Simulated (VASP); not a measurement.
# BaTiO3 (P4mm) in VASP: notebook

Runs on BaTiO3. Level: r2SCAN. Tasks: relaxation of cell and atoms, relaxation of shape and atoms at fixed volume.

Everything below comes from runs of VASP 6.6.1. Logs are shortened: lines on timing, memory, paths and dates and some standing lists are left out, and cuts for length are marked.

### Step 1. The structure

It takes space group P4mm (No. 99, tetragonal). Conventional cell: a = 3.987 Å, b = 3.987 Å, c = 4.115 Å, α = 90.00°, β = 90.00°, γ = 90.00°. Around Ba (site symmetry 4mm) lie 12 O at 2.81 to 2.92 Å. Ti (site symmetry 4mm) is surrounded by 5 O at 1.84 to 2.00 Å. Around O (site symmetry 4mm) lie 1 Ti at 1.84 Å. O (site symmetry 2mm) has 2 Ti at 2.00 Å as nearest neighbours.

### Step 2. Relaxation of cell and atoms, r2SCAN

INCAR

```
PREC = Accurate ; ENCUT = 600
EDIFF = 1E-7 ; ISMEAR = 0
SIGMA = 0.03 ; LREAL = F
LASPH = T ; NELM = 80
ALGO = Normal ; ISIF = 3
LWAVE = F ; LCHARG = F
METAGGA = R2SCAN ; LMIXTAU = T
IBRION = 2 ; NSW = 90
EDIFFG = -0.005 ; KPAR = 2
```

KPOINTS

```
Automatic mesh
0
Gamma
  8 8 8
```

POSCAR

```
BaTiO3                                  
1.0
    3.9872653553      0.0000000000      0.0000000000
    0.0000000000      3.9872653553      0.0000000000
    0.0000000000      0.0000000000      4.1149707463
  Ba              Ti              O             
     1     1     3
Direct
     0.0000000000000000    0.0000000000000000    0.9971689026408103
     0.5000000000000000    0.5000000000000000    0.4792036959588432
     0.5000000000000000    0.5000000000000000    0.0331038404906195
     0.5000000000000000    0.0000000000000000    0.5167617804548665
     0.0000000000000000    0.5000000000000000    0.5167617804548665
```

Potentials or basis: VASP PAW PBE potentials, release 64 (Ba_sv, Ti_sv, O).

On the command line:

```console
cat potpaw_PBE.64/Ba_sv/POTCAR potpaw_PBE.64/Ti_sv/POTCAR potpaw_PBE.64/O/POTCAR > POTCAR
mpirun -np 2 vasp_std > vasp.out
```

OUTCAR:

```text
PREC = Accurate
   ENCUT = 600
   EDIFF = 1E-7
   ISMEAR = 0
   LREAL = F
   LASPH = T
   NELM = 80
   ISIF = 3
   METAGGA = R2SCAN
   IBRION = 2
   NSW = 90
   EDIFFG = -0.005

 ion  position               nearest neighbor table
   1  0.000  0.000  0.997-   4 2.81   5 2.81   5 2.81   4 2.81   3 2.82   3 2.82   3 2.82   3 2.82
                             4 2.92   5 2.92   5 2.92   4 2.92   2 3.45   2 3.45   2 3.45   2 3.45
   2  0.500  0.500  0.479-   3 1.84   4 2.00   5 2.00   4 2.00   5 2.00   3 2.28   1 3.45   1 3.45
                             1 3.45   1 3.45   1 3.53   1 3.53   1 3.53   1 3.53
   3  0.500  0.500  0.033-   2 1.84   2 2.28   1 2.82   1 2.82   1 2.82   1 2.82
   4  0.500  0.000  0.517-   2 2.00   2 2.00   1 2.81   1 2.81   1 2.92   1 2.92
   5  0.000  0.500  0.517-   2 2.00   2 2.00   1 2.81   1 2.81   1 2.92   1 2.92

  LATTYP: Found a simple tetragonal cell.
 ALAT       =     3.9872653553
 C/A-ratio  =     1.0320283151

  Lattice vectors:

 A1 = (   3.9872653553,   0.0000000000,   0.0000000000)
 A2 = (   0.0000000000,   3.9872653553,   0.0000000000)
 A3 = (   0.0000000000,   0.0000000000,   4.1149707463)

Analysis of symmetry for initial positions (statically):
=====================================================================
 Subroutine PRICEL returns:
 Original cell was already a primitive cell.

 Routine SETGRP: Setting up the symmetry group for a
 simple tetragonal supercell.

 Subroutine GETGRP returns: Found  8 space group operations
 (whereof  8 operations were pure point group operations)
 out of a pool of 16 trial point group operations.

The static configuration has the point symmetry C_4v.

Analysis of symmetry for dynamics (positions and initial velocities):
=====================================================================
 Subroutine PRICEL returns:
 Original cell was already a primitive cell.

 Routine SETGRP: Setting up the symmetry group for a
 simple tetragonal supercell.

 Subroutine GETGRP returns: Found  8 space group operations
 (whereof  8 operations were pure point group operations)
 out of a pool of 16 trial point group operations.

The dynamic configuration has the point symmetry C_4v.

 Subroutine INISYM returns: Found  8 space group operations
 (whereof  8 operations are pure point group operations),
 and found     1 'primitive' translations

----------------------------------------------------------------------------------------

                                     Primitive cell

  volume of cell :      65.4210

  direct lattice vectors                    reciprocal lattice vectors
     3.987265355  0.000000000  0.000000000     0.250798457  0.000000000  0.000000000
     0.000000000  3.987265355  0.000000000     0.000000000  0.250798457  0.000000000
     0.000000000  0.000000000  4.114970746     0.000000000  0.000000000  0.243015093

  length of vectors
     3.987265355  3.987265355  4.114970746     0.250798457  0.250798457  0.243015093

  position of ions in fractional coordinates (direct lattice)
     0.000000000  0.000000000  0.997168903
     0.500000000  0.500000000  0.479203696
     0.500000000  0.500000000  0.033103840
     0.500000000  0.000000000  0.516761780
     0.000000000  0.500000000  0.516761780

  ion indices of the primitive-cell ions
   primitive index   ion index
                 1           1
                 2           2
                 3           3
                 4           4
                 5           5

----------------------------------------------------------------------------------------

 KPOINTS: Automatic mesh

Automatic generation of k-mesh.
 Grid dimensions read from file:
 generate k-points for:    8    8    8

 Generating k-lattice:

  Cartesian coordinates                     Fractional coordinates (reciprocal lattice)
     0.031349807  0.000000000  0.000000000     0.125000000  0.000000000  0.000000000
     0.000000000  0.031349807  0.000000000     0.000000000  0.125000000  0.000000000
     0.000000000  0.000000000  0.030376887     0.000000000  0.000000000  0.125000000

  Length of vectors
     0.031349807  0.031349807  0.030376887

  Shift w.r.t. Gamma in fractional coordinates (k-lattice)
     0.000000000  0.000000000  0.000000000

 Subroutine IBZKPT returns following result:
 ===========================================

 Found     75 irreducible k-points:

 Following reciprocal coordinates:
            Coordinates               Weight
  0.000000  0.000000  0.000000      1.000000
  0.125000  0.000000  0.000000      4.000000
  0.250000  0.000000  0.000000      4.000000
  0.375000  0.000000  0.000000      4.000000
  0.500000  0.000000  0.000000      2.000000
  0.125000  0.125000  0.000000      4.000000
[... 16 lines left out ...]
  0.375000  0.125000  0.125000     16.000000
  0.500000  0.125000  0.125000      8.000000
 [... further k-points ...]
   k-points           NKPTS =     75   k-points in BZ     NKDIM =     75   number of bands    NBANDS=     24
   number of dos      NEDOS =    301   number of ions     NIONS =      5
   total plane-waves  NPLWV =  36864
   dimension x,y,z NGX =    32 NGY =   32 NGZ =   36
   dimension x,y,z NGXF=    64 NGYF=   64 NGZF=   72
   ions per type =               1   1   3
   NGX,Y,Z   is equivalent  to a cutoff of  13.34, 13.34, 14.54 a.u.
   NGXF,Y,Z  is equivalent  to a cutoff of  26.68, 26.68, 29.09 a.u.
 SYSTEM =  unknown system
   PREC   = accura    normal or accurate (medium, high low for compatibility)
   ISTART =      0    job   : 0-new  1-cont  2-samecut
   ICHARG =      2    charge: 1-file 2-atom 10-const
   ISPIN  =      1    spin polarized calculation?
   LNONCOLLINEAR =      F non collinear calculations
   LSORBIT =      F    spin-orbit coupling
   LASPH  =      T    aspherical Exc in radial PAW
   ENCUT  =  600.0 eV  44.10 Ry    6.64 a.u.   7.96  7.96  8.22*2*pi/ulx,y,z
   NELM   =     80;   NELMIN=  2; NELMDL= -5     # of ELM steps
   EDIFF  = 0.1E-06   stopping-criterion for ELM
   LREAL  =      F    real-space projection
   EDIFFG = -.5E-02   stopping-criterion for IOM
   NSW    =     90    number of steps for IOM
   IBRION =      2    ionic relax: 0-MD 1-quasi-New 2-CG
   NFREE  =      1    steps in history (QN), initial steepest desc. (CG)
   ISIF   =      3    stress and relaxation
   ISYM   =      2    0-nonsym 1-usesym 2-fastsym
   POTIM  = 0.5000    time-step for ionic-motion
   TEBEG  =    0.0;   TEEND  =   0.0 temperature during run
   PSTRESS=    0.0 pullay stress
   NELECT =      40.0000    total number of electrons
   NUPDOWN=      -1.0000    fix difference up-down
   EMIN   =  10.00;   EMAX   =-10.00  energy-range for DOS
   EFERMI =   0.00;   METHOD = LEGACY
   ISMEAR =     0;   SIGMA  =   0.03  broadening in eV -4-tet -1-fermi 0-gaus
   EFERMI_NEDOS =   21; number of points for ismear=-14 and -15
   IALGO  =     38    algorithm
   IMIX   =      4    mixing-type and parameters
     AMIX     =   0.40;   BMIX     =  1.00
     AMIX_MAG =   1.60;   BMIX_MAG =  1.00
  volume/ion in A,a.u.               =      13.08        88.30
  Fermi-wavevector in a.u.,A,eV,Ry     =   1.389491  2.625758 26.268577  1.930686
  Thomas-Fermi vector in A             =   2.513517
   LORBIT       =      0    0 simple, 1 ext, 2 COOP (PROOUT), +10 PAW based schemes
   METAGGA = R2SCAN    functional components
   LHFCALC =     F    Hartree Fock is set to
   AEXX    =    0.0000 exact exchange contribution
   IVDW    =     0    specifies the selected vdW correction
   LEPSILON=     F    determine dielectric tensor
   LRPA    =     F    only Hartree local field effects (RPA)
 conjugate gradient relaxation of ions
 non-spin polarized calculation
 Gauss-broadening in eV      SIGMA  =   0.03
  energy-cutoff  :      600.00
  volume of cell :       65.42
 maximum number of plane-waves:      2212
 NGX is ok and might be reduce to    32
   NGX = 15   NGY = 15   NGZ = 17

 number of electron      39.9999991 magnetization

 Free energy of the ion-electron system (eV)
  ---------------------------------------------------
  ext. energy  EPLUGINS =         0.00000000
  ---------------------------------------------------
  free energy    TOTEN  =       -74.27324929 eV

  energy without entropy =      -74.27324929  energy(sigma->0) =      -74.27324929

 E-fermi :   3.8006     XC(G=0): -11.7878

 val. band max:        3.5210429963   @ k =   0.5000   0.5000   0.5000
 cond. band min:       5.7017570224   @ k =   0.0000   0.0000   0.0000
 fundamental gap:      2.1807140261
 Fermi energy:         3.8005558459

 k-point     1 :       0.0000    0.0000    0.0000
  band No.  band energies     occupation
      1     -55.3316      2.00000
      2     -30.5812      2.00000
      3     -30.4815      2.00000
      4     -30.4815      2.00000
      5     -22.1870      2.00000
      6     -14.4406      2.00000
[... 16 lines left out ...]
     23       6.1303      0.00000
     24       7.8094      0.00000

 k-point     2 :       0.1250    0.0000    0.0000
  band No.  band energies     occupation
      1     -55.3314      2.00000
      2     -30.5809      2.00000
      3     -30.4904      2.00000
      4     -30.4812      2.00000
      5     -22.1692      2.00000
      6     -14.4469      2.00000
[... 16 lines left out ...]
     23       6.2097      0.00000
     24       7.9269      0.00000

 k-point     3 :       0.2500    0.0000    0.0000
  band No.  band energies     occupation
      1     -55.3310      2.00000
      2     -30.5801      2.00000
      3     -30.5117      2.00000
      4     -30.4805      2.00000
      5     -22.1256      2.00000
      6     -14.5061      2.00000
[... 16 lines left out ...]
     23       6.6432      0.00000
     24       7.9289      0.00000

 k-point     4 :       0.3750    0.0000    0.0000
  band No.  band energies     occupation
      1     -55.3306      2.00000
      2     -30.5794      2.00000
      3     -30.5328      2.00000
      4     -30.4798      2.00000
      5     -22.0812      2.00000
      6     -14.6035      2.00000
[... 16 lines left out ...]
     23       7.1844      0.00000
     24       7.9101      0.00000

 k-point     5 :       0.5000    0.0000    0.0000
  band No.  band energies     occupation
      1     -55.3304      2.00000
      2     -30.5790      2.00000
      3     -30.5415      2.00000
      4     -30.4795      2.00000
      5     -22.0625      2.00000
      6     -14.6497      2.00000
[... 16 lines left out ...]
     23       7.4391      0.00000
     24       7.8848      0.00000

 k-point     6 :       0.1250    0.1250    0.0000
  band No.  band energies     occupation
      1     -55.3313      2.00000
      2     -30.5806      2.00000
      3     -30.4902      2.00000
      4     -30.4899      2.00000
      5     -22.1523      2.00000
      6     -14.4416      2.00000
[... 16 lines left out ...]
     23       6.2752      0.00000
     24       8.1518      0.00000
[... 379 lines left out ...]
 k-point    21 :       0.1250    0.1250    0.1250
  band No.  band energies     occupation
      1     -55.3312      2.00000
      2     -30.5867      2.00000
      3     -30.4900      2.00000
      4     -30.4896      2.00000
      5     -22.1395      2.00000
      6     -14.4215      2.00000
[... 16 lines left out ...]
     23       6.4067      0.00000
     24       8.5125      0.00000

 k-point    22 :       0.2500    0.1250    0.1250
  band No.  band energies     occupation
      1     -55.3307      2.00000
      2     -30.5859      2.00000
      3     -30.5110      2.00000
      4     -30.4890      2.00000
      5     -22.0999      2.00000
      6     -14.4301      2.00000
[... 16 lines left out ...]
     23       6.7619      0.00000
     24       8.5067      0.00000

 k-point    23 :       0.3750    0.1250    0.1250
  band No.  band energies     occupation
      1     -55.3303      2.00000
      2     -30.5850      2.00000
      3     -30.5320      2.00000
      4     -30.4883      2.00000
      5     -22.0596      2.00000
      6     -14.4873      2.00000
[... 16 lines left out ...]
     23       7.2406      0.00000
     24       8.4774      0.00000

 k-point    24 :       0.5000    0.1250    0.1250
  band No.  band energies     occupation
      1     -55.3301      2.00000
      2     -30.5846      2.00000
      3     -30.5407      2.00000
      4     -30.4879      2.00000
      5     -22.0426      2.00000
      6     -14.5198      2.00000
[... 16 lines left out ...]
     23       7.4664      0.00000
     24       8.4537      0.00000

 [... further k-points ...]
[... 5 lines left out ...]
  --------------------------------------------------------------------------------------
  -------------------------------------------------------------------------------------
  Total       -0.0015206     -0.0015206      0.0001993      0.0000000      0.0000000      0.0000000
  in kB       -0.0372400     -0.0372400      0.0048802      0.0000000      0.0000000      0.0000000
  external PRESSURE =      -0.0232000 kB  Pullay stress =       0.0000000 kB

 VOLUME and BASIS-vectors are now :
 -----------------------------------------------------------------------------
  energy-cutoff  :      600.00
  volume of cell :       65.42
      direct lattice vectors                 reciprocal lattice vectors
     3.987265355  0.000000000  0.000000000     0.250798457  0.000000000  0.000000000
     0.000000000  3.987265355  0.000000000     0.000000000  0.250798457  0.000000000
     0.000000000  0.000000000  4.114970746     0.000000000  0.000000000  0.243015093

 POSITION                                       TOTAL-FORCE (eV/Angst)
 -----------------------------------------------------------------------------------
      0.00000      0.00000      4.10332         0.000000     -0.000000      0.001479
      1.99363      1.99363      1.97191        -0.000000     -0.000000      0.004370
      1.99363      1.99363      0.13622        -0.000000      0.000000      0.002938
      1.99363      0.00000      2.12646        -0.000000     -0.000000     -0.004393
      0.00000      1.99363      2.12646         0.000000     -0.000000     -0.004393
 -----------------------------------------------------------------------------------
    total drift:                                0.000000     -0.000000      0.009783

  FREE ENERGIE OF THE ION-ELECTRON SYSTEM (eV)
  ---------------------------------------------------
  free  energy   TOTEN  =       -74.2732492925 eV

  energy  without entropy=      -74.2732492925  energy(sigma->0) =      -74.27324929

 reached required accuracy - stopping structural energy minimisation
```

It took 4 min on 2 MPI ranks of Intel Xeon Platinum 8259CL at 2.50GHz (Skylake/Cascade Lake), shared host; peak memory 0.3 GiB.

What came out:

- Free energy: -74.2732 eV
- Pressure after relaxing: 0.0 GPa
- Largest force after relaxing: 0.004 eV/Å
- Band gap on the k mesh: 2.18 eV, indirect (least direct gap 2.66 eV)

Forces in eV/Å, atoms in the order of the input:
```
Ba   0.000  0.000  0.001
Ti   0.000  0.000  0.004
O    0.000  0.000  0.003
O    0.000  0.000 -0.004
O    0.000  0.000 -0.004
```

Final structure:
```cif
data_structure
_symmetry_space_group_name_H-M 'P 1'
_symmetry_Int_Tables_number 1
_cell_length_a 3.9873
_cell_length_b 3.9873
_cell_length_c 4.1150
_cell_angle_alpha 90.000
_cell_angle_beta 90.000
_cell_angle_gamma 90.000
_cell_volume 65.42
loop_
_atom_site_label
_atom_site_type_symbol
_atom_site_fract_x
_atom_site_fract_y
_atom_site_fract_z
_atom_site_occupancy
Ba1 Ba 0.00000 0.00000 0.99717 1
Ti1 Ti 0.50000 0.50000 0.47920 1
O1 O 0.50000 0.50000 0.03310 1
O2 O 0.50000 0.00000 0.51676 1
O3 O 0.00000 0.50000 0.51676 1
```

Levels at points of the mesh, in eV from the valence-band top:
| k point | band 17 | band 18 | band 19 | band 20 | band 21 | band 22 | band 23 | band 24 |
| --- | --- | --- | --- | --- | --- | --- | --- | --- |
| (0.00, 0.00, 0.00) | -1.28 | -0.68 | -0.48 | -0.48 | 2.18 | 2.61 | 2.61 | 4.29 |
| (0.50, 0.00, 0.00) | -1.93 | -1.71 | -1.35 | -1.17 | 2.71 | 3.85 | 3.92 | 4.36 |
| (0.50, 0.50, 0.00) | -2.00 | -1.11 | -1.11 | -0.07 | 3.95 | 3.95 | 4.33 | 4.74 |
| (0.00, 0.00, 0.50) | -2.03 | -1.99 | -0.76 | -0.76 | 2.31 | 3.84 | 3.84 | 4.28 |
| (0.50, 0.00, 0.50) | -1.87 | -1.09 | -1.03 | -0.39 | 3.85 | 3.88 | 4.21 | 5.16 |
| (0.50, 0.50, 0.50) | -2.58 | -0.31 | -0.31 | 0.00 | 4.45 | 4.45 | 4.52 | 6.83 |

Caveat: the relaxation stopped at its first step, so nothing moved; the PAW data sets were made with another functional, which shifts forces and pressure a little; spin-orbit coupling is left out, which moves the levels of the heavy elements.

(Continued in part 2 of 3.)
